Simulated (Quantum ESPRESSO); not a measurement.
Runs of Quantum ESPRESSO 7.5 on MgS (Niningerite). The structure is cubic, space group Fm-3m (No. 225). Conventional cell: a = 5.203 Å, b = 5.203 Å, c = 5.203 Å, α = 90.00°, β = 90.00°, γ = 90.00°. Around S (site symmetry m-3m) lie 6 Mg at 2.60 Å. Mg (site symmetry m-3m) is surrounded by 6 S at 2.60 Å. 

```tsv
share of exact exchange	gap on the mesh (eV)
0.15	4.39
0.1	4.09
0.35	(b)
0.25	4.99
0.05	(a)
```

Alike in all rows: task single point; level r2SCAN-X; potentials or basis SG15 PBE 1.2; no spin polarisation; cell as given; k mesh 4 × 4 × 4; cutoff (eV) 952; smearing fixed; the mesh is coarse, so values aren't converged.

Problem. Fill in the values left out.

Solution. (a) 3.80; (b) 5.59.

Caveats: all runs use coarse meshes.

A k mesh can miss the band edges.

Runs at the PBE level aren't shown here.
